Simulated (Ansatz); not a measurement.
# In: the cost of one run

Program: Ansatz 0.2.0. Level of theory: DFT PBEsol, scalar-relativistic, plane waves, PAW. These are calculated values, not measurements.

### Step 1. The system as given

The structure is trigonal, space group R-3m (No. 166). The conventional cell has a = 4.096 Å, b = 4.096 Å, c = 11.393 Å, α = 90.00°, β = 90.00°, γ = 120.00°. Around In (site symmetry 3m) lie 3 In at 2.74 Å.

Structure file:

```cif
data_structure
_symmetry_space_group_name_H-M 'R-3m:H'
_symmetry_Int_Tables_number 166
_cell_length_a 4.0958
_cell_length_b 4.0958
_cell_length_c 11.3928
_cell_angle_alpha 90.000
_cell_angle_beta 90.000
_cell_angle_gamma 120.000
_cell_volume 165.52
loop_
_atom_site_label
_atom_site_type_symbol
_atom_site_symmetry_multiplicity
_atom_site_Wyckoff_symbol
_atom_site_fract_x
_atom_site_fract_y
_atom_site_fract_z
_atom_site_occupancy
In1 In 6 c 0.33333 0.66667 0.89421 1
```

This is candidate A: grey arsenic (A7) type (R-3m, No. 166).

(A quick probe on a coarse mesh, which set the mesh and smearing, is not shown.)

### Step 3. Rough relaxation on the coarse mesh (candidate A)

input.yaml reads:

```yaml
crystal:
  lattice:
    - [2.0479091869, 1.1823609204, 3.797602057]
    - [-2.0479091869, 1.1823609204, 3.797602057]
    - [0.0, -2.3647218407, 3.797602057]
  atoms:
    - { symbol: In, position: [0.22754, 0.22754, 0.22754] }
    - { symbol: In, position: [0.77246, 0.77246, 0.77246] }
basis:
  ecutwfc: 420
kpoints:
  mp_grid: { grid: [6, 6, 6] }
hamiltonian:
  xc: pbesol
scf:
  occupations: { method: gaussian, width: 0.1 }
  lower_state_search: "off"
output:
  forces: true
  stress: true
  eigenvalues: true
relax:
  adjacent_minimum: "off"
  f_tol: 0.04
  max_steps: 70
  cell: { stress_tol: 0.4 }
```

Q: Estimate wall time and peak memory on 1 thread of an x86-64 CPU, shared host.

About 8.5 s, with a peak of 0.45 GiB.
